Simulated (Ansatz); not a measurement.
One crystal and one scan (energy against volume) at two levels, PBEsol-D3(BJ) (plane waves to 420 eV, PAW, scalar-relativistic; Ansatz, an electronic-structure program) and PBE-D3(BJ) (plane waves to 420 eV, PAW, scalar-relativistic; Ansatz), each from its own relaxed cell and on its own mesh. The cell shown is that of PBEsol-D3(BJ).

Sb₂Te₃ (Bi2Te3 type, space group R-3m)

```xyz
5
Lattice="2.1052 1.2155 9.7299 -2.1052 1.2155 9.7299 0.0000 -2.4309 9.7299" Properties=species:S:1:pos:R:3 pbc="T T T"
Sb     0.0000     0.0000    11.6648
Sb     0.0000     0.0000    17.5249
Te     0.0000     0.0000     0.0000
Te     0.0000     0.0000     6.0815
Te     0.0000     0.0000    23.1082
```

E(V) scan at fixed shape, V₀ the volume above. The atoms relax within the cell's symmetry.

The energy includes the smearing's −TS. Sb2Te3 was relaxed with its symmetry unable to fall. Spin-orbit coupling is left out, though Sb and Te are heavy. With the shape held, the modulus is that of even scaling; a crystal free to change shape is softer. Percentages come from the unrounded values.

Results of PBEsol-D3(BJ):

- Lattice constant a (Å) = 4.210
- Lattice constant c (Å) = 29.19
- Relaxed volume (Å³/atom) = 29.88
- Bulk modulus at fixed cell shape B₀ (third-order Birch-Murnaghan fit) (GPa) = 50.8
- Pressure derivative B₀′ (fit) = 6.0

Task: Estimate the PBE-D3(BJ) values.

Result: 
```csv
quantity,PBE-D3(BJ),PBEsol-D3(BJ) − PBE-D3(BJ)
Lattice constant a (Å),4.276,-0.066 (-1.5 %)
Lattice constant c (Å),29.82,-0.63 (-2.1 %)
Relaxed volume (Å³/atom),31.49,-1.61 (-5.1 %)
Bulk modulus at fixed cell shape B₀ (third-order Birch-Murnaghan fit) (GPa),40.3,+10.5 (+26 %)
Pressure derivative B₀′ (fit),6.7,-0.7 (-11 %)
```

PBEsol-D3(BJ) gives the higher value for: bulk modulus at fixed cell shape B₀. PBEsol-D3(BJ) gives the lower value for: lattice constant a; lattice constant c; relaxed volume; pressure derivative B₀′. (PBEsol-D3(BJ)) At this level the bands of Sb2Te3 touch or barely overlap; measurements give the solid a gap.

(Under strain, the slope of the energy per volume gives the stress and its curvature an elastic modulus.)
